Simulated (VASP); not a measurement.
# Zn (P6_3/mmc) in VASP: further runs

The runs below take Zn through relaxation of cell and atoms, electrostatic potential, with PBEsol.

Program: VASP 6.6.1. These are calculated values, not measurements. Logs are shortened: lines on timing, memory, paths and dates and some standing lists are left out, and cuts for length are marked.

### Step 1. The structure

It takes space group P6_3/mmc (No. 194, hexagonal). Conventional cell: a = 2.620 Å, b = 2.620 Å, c = 4.800 Å, α = 90.00°, β = 90.00°, γ = 120.00°. Zn (site symmetry -6m2) has 12 Zn at 2.62 to 2.84 Å as nearest neighbours.

The cell was built by a generator and needn't be a form met in nature.

### Step 2. Relaxation of cell and atoms, PBEsol

INCAR reads:

```
SYSTEM = Zn
PREC = Accurate
ENCUT = 600
EDIFF = 1E-7
ISMEAR = 1
SIGMA = 0.1
LREAL = .False.
LASPH = .True.
NELM = 120
ALGO = Normal
ISIF = 3
LWAVE = .False.
LCHARG = .False.
GGA = PS
IBRION = 2
NSW = 40
EDIFFG = -0.005
```

KPOINTS reads:

```
Automatic mesh
0
Gamma
  18 18 10
  0 0 0
```

POSCAR reads:

```
Zn
1.0
    2.6200000000      0.0000000000      0.0000000000
   -1.3100000000      2.2689865600      0.0000000000
    0.0000000000      0.0000000000      4.8000000000
Zn
2
Direct
    0.3333333300      0.6666666700      0.2500000000
    0.6666666700      0.3333333300      0.7500000000
```

Potentials or basis: VASP PAW PBE potentials, release 64 (Zn).

Command:

```console
$ cat potpaw_PBE.64/Zn/POTCAR > POTCAR
$ mpirun -np 1 vasp_std > vasp.out
```

OUTCAR:

```text
SYSTEM = Zn
   PREC = Accurate
   ENCUT = 600
   EDIFF = 1E-7
   ISMEAR = 1
   LREAL = .False.
   LASPH = .True.
   NELM = 120
   ISIF = 3
   GGA = PS
   IBRION = 2
   NSW = 40
   EDIFFG = -0.005

 ion  position               nearest neighbor table
   1  0.333  0.667  0.250-   2 2.84   2 2.84   2 2.84   2 2.84   2 2.84   2 2.84
   2  0.667  0.333  0.750-   1 2.84   1 2.84   1 2.84   1 2.84   1 2.84   1 2.84

  LATTYP: Found a hexagonal cell.
 ALAT       =     2.6200000000
 C/A-ratio  =     1.8320610687

  Lattice vectors:

 A1 = (   2.6200000000,   0.0000000000,   0.0000000000)
 A2 = (  -1.3100000000,   2.2689865600,   0.0000000000)
 A3 = (   0.0000000000,   0.0000000000,   4.8000000000)

Analysis of symmetry for initial positions (statically):
=====================================================================
 Subroutine PRICEL returns:
 Original cell was already a primitive cell.

 Routine SETGRP: Setting up the symmetry group for a
 hexagonal supercell.

 Subroutine GETGRP returns: Found 24 space group operations
 (whereof 12 operations were pure point group operations)
 out of a pool of 24 trial point group operations.

The static configuration has the point symmetry D_3d.
 The point group associated with its full space group is D_6h.

Analysis of symmetry for dynamics (positions and initial velocities):
=====================================================================
 Subroutine PRICEL returns:
 Original cell was already a primitive cell.

 Routine SETGRP: Setting up the symmetry group for a
 hexagonal supercell.

 Subroutine GETGRP returns: Found 24 space group operations
 (whereof 12 operations were pure point group operations)
 out of a pool of 24 trial point group operations.

The dynamic configuration has the point symmetry D_3d.
 The point group associated with its full space group is D_6h.

 Subroutine INISYM returns: Found 24 space group operations
 (whereof 12 operations are pure point group operations),
 and found     1 'primitive' translations

----------------------------------------------------------------------------------------

                                     Primitive cell

  volume of cell :      28.5348

  direct lattice vectors                    reciprocal lattice vectors
     2.620000000  0.000000000  0.000000000     0.381679389  0.220362698  0.000000000
    -1.310000000  2.268986560  0.000000000     0.000000000  0.440725396  0.000000000
     0.000000000  0.000000000  4.800000000     0.000000000  0.000000000  0.208333333

  length of vectors
     2.620000000  2.620000002  4.800000000     0.440725396  0.440725396  0.208333333

  position of ions in fractional coordinates (direct lattice)
     0.333333330  0.666666670  0.250000000
     0.666666670  0.333333330  0.750000000

  ion indices of the primitive-cell ions
   primitive index   ion index
                 1           1
                 2           2

----------------------------------------------------------------------------------------

 KPOINTS: Automatic mesh

Automatic generation of k-mesh.
 Grid dimensions read from file:
 generate k-points for:   18   18   10

 Generating k-lattice:

  Cartesian coordinates                     Fractional coordinates (reciprocal lattice)
     0.021204411  0.012242372  0.000000000     0.055555556  0.000000000  0.000000000
     0.000000000  0.024484744  0.000000000     0.000000000  0.055555556  0.000000000
     0.000000000  0.000000000  0.020833333     0.000000000  0.000000000  0.100000000

  Length of vectors
     0.024484744  0.024484744  0.020833333

  Shift w.r.t. Gamma in fractional coordinates (k-lattice)
     0.000000000  0.000000000  0.000000000

 Subroutine IBZKPT returns following result:
 ===========================================

 Found    222 irreducible k-points:

 Following reciprocal coordinates:
            Coordinates               Weight
  0.000000  0.000000  0.000000      1.000000
  0.055556 -0.000000  0.000000      6.000000
  0.111111 -0.000000  0.000000      6.000000
  0.166667 -0.000000  0.000000      6.000000
  0.222222  0.000000  0.000000      6.000000
  0.277778  0.000000  0.000000      6.000000
[... 16 lines left out ...]
  0.333333  0.111111  0.000000     12.000000
  0.388889  0.111111  0.000000     12.000000
 [... further k-points ...]
   k-points           NKPTS =    222   k-points in BZ     NKDIM =    222   number of bands    NBANDS=     16
   number of dos      NEDOS =    301   number of ions     NIONS =      2
   total plane-waves  NPLWV =  23040
   dimension x,y,z NGX =    24 NGY =   24 NGZ =   40
   dimension x,y,z NGXF=    48 NGYF=   48 NGZF=   80
   ions per type =               2
   NGX,Y,Z   is equivalent  to a cutoff of  15.23, 15.23, 13.85 a.u.
   NGXF,Y,Z  is equivalent  to a cutoff of  30.46, 30.46, 27.71 a.u.
 SYSTEM =  Zn
   PREC   = accura    normal or accurate (medium, high low for compatibility)
   ISTART =      0    job   : 0-new  1-cont  2-samecut
   ICHARG =      2    charge: 1-file 2-atom 10-const
   ISPIN  =      1    spin polarized calculation?
   LNONCOLLINEAR =      F non collinear calculations
   LSORBIT =      F    spin-orbit coupling
   LASPH  =      T    aspherical Exc in radial PAW
   ENCUT  =  600.0 eV  44.10 Ry    6.64 a.u.   5.23  5.23  9.59*2*pi/ulx,y,z
   NELM   =    120;   NELMIN=  2; NELMDL= -5     # of ELM steps
   EDIFF  = 0.1E-06   stopping-criterion for ELM
   LREAL  =      F    real-space projection
   EDIFFG = -.5E-02   stopping-criterion for IOM
   NSW    =     40    number of steps for IOM
   IBRION =      2    ionic relax: 0-MD 1-quasi-New 2-CG
   NFREE  =      1    steps in history (QN), initial steepest desc. (CG)
   ISIF   =      3    stress and relaxation
   ISYM   =      2    0-nonsym 1-usesym 2-fastsym
   POTIM  = 0.5000    time-step for ionic-motion
   TEBEG  =    0.0;   TEEND  =   0.0 temperature during run
   PSTRESS=    0.0 pullay stress
   NELECT =      24.0000    total number of electrons
   NUPDOWN=      -1.0000    fix difference up-down
   EMIN   =  10.00;   EMAX   =-10.00  energy-range for DOS
   EFERMI =   0.00;   METHOD = LEGACY
   ISMEAR =     1;   SIGMA  =   0.10  broadening in eV -4-tet -1-fermi 0-gaus
   EFERMI_NEDOS =   21; number of points for ismear=-14 and -15
   IALGO  =     38    algorithm
   IMIX   =      4    mixing-type and parameters
     AMIX     =   0.40;   BMIX     =  1.00
     AMIX_MAG =   1.60;   BMIX_MAG =  1.00
  volume/ion in A,a.u.               =      14.27        96.28
  Fermi-wavevector in a.u.,A,eV,Ry     =   1.545327  2.920245 32.491201  2.388036
  Thomas-Fermi vector in A             =   2.650722
   LORBIT       =      0    0 simple, 1 ext, 2 COOP (PROOUT), +10 PAW based schemes
   GGA     = PS    functional components
   LHFCALC =     F    Hartree Fock is set to
   AEXX    =    0.0000 exact exchange contribution
   IVDW    =     0    specifies the selected vdW correction
   LEPSILON=     F    determine dielectric tensor
   LRPA    =     F    only Hartree local field effects (RPA)
 conjugate gradient relaxation of ions
 non-spin polarized calculation
 Methfessel and Paxton  Order N= 1 SIGMA  =   0.10
  energy-cutoff  :      600.00
  volume of cell :       28.53
 maximum number of plane-waves:       968
 NGX is ok and might be reduce to    24
   NGX = 11   NGY = 11   NGZ = 19

--------------------------------------- Ionic step        1  -------------------------------------------

 number of electron      23.9999995 magnetization

 Free energy of the ion-electron system (eV)
  ---------------------------------------------------
  ext. energy  EPLUGINS =         0.00000000
  ---------------------------------------------------
  free energy    TOTEN  =        -3.16774431 eV

  energy without entropy =       -3.16758545  energy(sigma->0) =       -3.16769135

------------------------ aborting loop because EDIFF is reached ----------------------------------------

  FORCE on cell =-STRESS in cart. coord.  units (eV):
  Direction    XX          YY          ZZ          XY          YZ          ZX
  --------------------------------------------------------------------------------------
  -------------------------------------------------------------------------------------
  Total       -0.2583300     -0.2583300      0.2837873      0.0000000      0.0000000      0.0000000
  in kB      -14.5047735    -14.5047736     15.9341569      0.0000000      0.0000000      0.0000000
  external PRESSURE =      -4.3584634 kB  Pullay stress =       0.0000000 kB
[... 89 lines left out ...]
  FREE ENERGIE OF THE ION-ELECTRON SYSTEM (eV)
  ---------------------------------------------------
  free  energy   TOTEN  =        -3.1725166274 eV

  energy  without entropy=       -3.1727099814  energy(sigma->0) =       -3.17258108

[... ionic steps 4 to 7 ...]

--------------------------------------- Ionic step        8  -------------------------------------------

 number of electron      24.0000008 magnetization

------------------------ aborting loop because EDIFF is reached ----------------------------------------

  FORCE on cell =-STRESS in cart. coord.  units (eV):
  Direction    XX          YY          ZZ          XY          YZ          ZX
  --------------------------------------------------------------------------------------
  -------------------------------------------------------------------------------------
  Total        0.0331850      0.0331850      0.0060260     -0.0000000     -0.0000000      0.0000000
  in kB        1.8567736      1.8567736      0.3371666     -0.0000000     -0.0000000      0.0000000
  external PRESSURE =       1.3502379 kB  Pullay stress =       0.0000000 kB
[... 57 lines left out ...]
  energy  without entropy=       -3.1742579019  energy(sigma->0) =       -3.17422603

--------------------------------------- Ionic step       10  -------------------------------------------

 number of electron      24.0000009 magnetization

 Free energy of the ion-electron system (eV)
  ---------------------------------------------------
  ext. energy  EPLUGINS =         0.00000000
  ---------------------------------------------------
  free energy    TOTEN  =        -3.17422382 eV

  energy without entropy =       -3.17427520  energy(sigma->0) =       -3.17424094

 E-fermi :   3.3477     XC(G=0): -12.0126

 val. band max:        3.3360919893   @ k =   0.3333   0.2778   0.5000
 cond. band min:       3.4321553020   @ k =   0.1667  -0.0000   0.2000
 fundamental gap:      0.0960633126
 Fermi energy:         3.3476848248

 k-point     1 :       0.0000    0.0000    0.0000
  band No.  band energies     occupation
      1      -7.5368      2.00000
      2      -5.5569      2.00000
      3      -4.7409      2.00000
      4      -4.4571      2.00000
      5      -4.4571      2.00000
      6      -4.4058      2.00000
[... 8 lines left out ...]
     15      20.6534      0.00000
     16      22.0206      0.00000
[... 420 lines left out ...]
  band No.  band energies     occupation
      1      -5.1806      2.00000
      2      -5.0844      2.00000
      3      -4.9635      2.00000
      4      -4.4717      2.00000
      5      -4.2956      2.00000
      6      -4.2937      2.00000
[... 8 lines left out ...]
     15       9.0765      0.00000
     16      10.3848      0.00000

 [... further k-points ...]

------------------------ aborting loop because EDIFF is reached ----------------------------------------

  FORCE on cell =-STRESS in cart. coord.  units (eV):
  Direction    XX          YY          ZZ          XY          YZ          ZX
  --------------------------------------------------------------------------------------
  -------------------------------------------------------------------------------------
  Total        0.0014166      0.0014166      0.0010991      0.0000000     -0.0000000      0.0000000
  in kB        0.0791977      0.0791977      0.0614457      0.0000000     -0.0000000      0.0000000
  external PRESSURE =       0.0732804 kB  Pullay stress =       0.0000000 kB
[... 17 lines left out ...]
  FREE ENERGIE OF THE ION-ELECTRON SYSTEM (eV)
  ---------------------------------------------------
  free  energy   TOTEN  =        -3.1742238152 eV

  energy  without entropy=       -3.1742752029  energy(sigma->0) =       -3.17424094

 reached required accuracy - stopping structural energy minimisation
```

Run time: 3.5 min. Hardware: 1 thread of Intel Xeon 6975P-C (Granite Rapids), shared host; peak memory 0.25 GiB.

What came out:

* Free energy: -3.1742 eV
* Relaxed volume: 14.33 Å³/atom
* Relaxed cell: a = 2.594 Å, b = 2.594 Å, c = 4.917 Å, α = 90.00°, β = 90.00°, γ = 120.00°
* Space group after relaxing (to 0.05 Å): P6_3/mmc (No. 194)
* Energy gained by relaxing: 3.2 meV/atom
* Ionic steps: 10
* Pressure after relaxing: 0.0 GPa
* Band gap on the k mesh: none (metal or under the smearing width)

Step by step:
| step | energy change (eV) | largest force (eV/Å) | pressure (GPa) | volume (Å³) |
| --- | --- | --- | --- | --- |
| 1 | 0.0000 | 0.0000 | -0.44 | 28.53 |
| 2 | -0.0040 | 0.0000 | 0.37 | 28.37 |
| 3 | -0.0048 | 0.0000 | 0.83 | 28.29 |
| 4 | -0.0037 | 0.0000 | 1.75 | 28.13 |
| 5 | -0.0049 | 0.0000 | 1.02 | 28.25 |
| 6 | -0.0064 | 0.0000 | 0.22 | 28.58 |
| 7 | -0.0065 | 0.0000 | 0.05 | 28.65 |
| 8 | -0.0065 | 0.0000 | 0.14 | 28.63 |
| 9 | -0.0065 | 0.0000 | 0.05 | 28.64 |
| 10 | -0.0065 | 0.0000 | 0.01 | 28.66 |

Final structure:
```cif
data_structure
_symmetry_space_group_name_H-M 'P 1'
_symmetry_Int_Tables_number 1
_cell_length_a 2.5942
_cell_length_b 2.5942
_cell_length_c 4.9170
_cell_angle_alpha 90.000
_cell_angle_beta 90.000
_cell_angle_gamma 120.000
_cell_volume 28.66
loop_
_atom_site_label
_atom_site_type_symbol
_atom_site_fract_x
_atom_site_fract_y
_atom_site_fract_z
_atom_site_occupancy
Zn1 Zn 0.33333 0.66667 0.25000 1
Zn2 Zn 0.66667 0.33333 0.75000 1
```

Levels at points of the mesh, in eV from the Fermi level:
```
           k point  band 10  band 11  band 12  band 13  band 14  band 15
(0.00, 0.00, 0.00)    -7.14    -7.14    -4.03    -3.21    13.46    17.31
(0.50, 0.00, 0.00)    -6.90    -2.95    -2.08     2.66     3.62     4.37
(0.00, 0.00, 0.50)    -7.23    -7.23    -7.23     4.39     4.39    20.00
(0.50, 0.00, 0.50)    -6.91    -2.01    -2.01     0.36     0.36    10.26
```

Caveat: the PAW data sets were made with another functional, which shifts forces and pressure a little.

### Step 3. Electrostatic potential, PBEsol

This run uses another cell than the first one, of 14.33 Å³/atom, 1.004 times its volume.

INCAR reads:

```
  ALGO = Normal
  EDIFF = 1E-7
  ENCUT = 520
  GGA = PS
  ISIF = 2
  ISMEAR = 1
  LASPH = True
  LCHARG = True
  LREAL = False
  LVHAR = True
  LWAVE = False
  NELM = 80
  PREC = Accurate
  SIGMA = 0.1
```

KPOINTS reads:

```
k-points
0
Gamma
  18 18 10
```

POSCAR reads:

```
Zn                                      
1.0
    2.5942347479     -0.0000000000      0.0000000000
   -1.2971173739      2.2466731971      0.0000000000
    0.0000000000     -0.0000000000      4.9169628018
  Zn            
     2
Direct
     0.3333333300000021    0.6666666699999979    0.2500000000000000
     0.6666666699999979    0.3333333300000021    0.7500000000000000
```

Potentials or basis: VASP PAW PBE potentials, release 64 (Zn).

Command:

```console
$ cat potpaw_PBE.64/Zn/POTCAR > POTCAR
$ mpirun -np 1 vasp_std > vasp.out
```

Wall time 35 s (1 thread of Intel Xeon 6975P-C (Granite Rapids), shared host); peak memory 0.2 GiB.

It converged, with:

```yaml
Free_energy: -3.1747 eV
Pressure: 0.1 GPa
Band_gap_on_the_k_mesh: none (metal or under the smearing width)
```

Levels at points of the mesh, in eV from the Fermi level:
```tsv
k point	band 10	band 11	band 12	band 13	band 14	band 15
(0.00, 0.00, 0.00)	-7.14	-7.14	-4.03	-3.21	13.46	17.31
(0.50, 0.00, 0.00)	-6.90	-2.95	-2.08	2.66	3.62	4.37
(0.00, 0.00, 0.50)	-7.23	-7.23	-7.23	4.39	4.39	20.00
(0.50, 0.00, 0.50)	-6.91	-2.01	-2.01	0.36	0.36	10.26
```

Caveat: the PAW data sets were made with another functional, which shifts forces and pressure a little.
